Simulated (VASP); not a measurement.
Set up this calculation in VASP 6.6.1, as the native input.

| Item | Value |
| --- | --- |
| Task | electrostatic potential |
| Functional | PBE |
| Potentials or basis | VASP PAW PBE potentials, release 64 (Ag) |
| Cutoff | 520 eV |
| k mesh | 18 × 18 × 18 |
| Occupations | methfessel-paxton, width 0.1 eV |
| Spin | no spin polarisation |
| Further INCAR settings | ALGO = Fast; EDIFF = 1e-06 |

The structure of Ag lies in POSCAR:

```
Ag                                      
1.0
    0.0000000000      2.0723685154      2.0723685154
    2.0723685154     -0.0000000000      2.0723685154
    2.0723685154      2.0723685154     -0.0000000000
  Ag            
     1
Direct
     1.0000000000000000    1.0000000000000000    0.0000000000000000
```

The cell was built by a generator and needn't be a form met in nature.

One way to write it, as run:

INCAR

```
  PREC = Accurate
  ENCUT = 520
  EDIFF = 1E-6
  ISMEAR = 1
  SIGMA = 0.1
  LREAL = False
  LASPH = True
  NELM = 80
  ALGO = Fast
  ISIF = 2
  LWAVE = False
  LCHARG = True
  GGA = PE
  LVHAR = True
```

KPOINTS

```
Automatic mesh
0
Gamma
  18 18 18
```

Potentials or basis: VASP PAW PBE potentials, release 64 (Ag).

Launch:

```sh
$ cat potpaw_PBE.64/Ag/POTCAR > POTCAR
$ mpirun -np 1 vasp_std > vasp.out
```

It gave:

```
Pressure               : 0.1 GPa
Band gap on the k mesh : none (metal or under the smearing width)
```

Wall time 8.7 s on 1 thread of Intel(R) Xeon(R) 6975P-C (Granite Rapids), with other jobs on the host, peak memory 0.16 GiB.
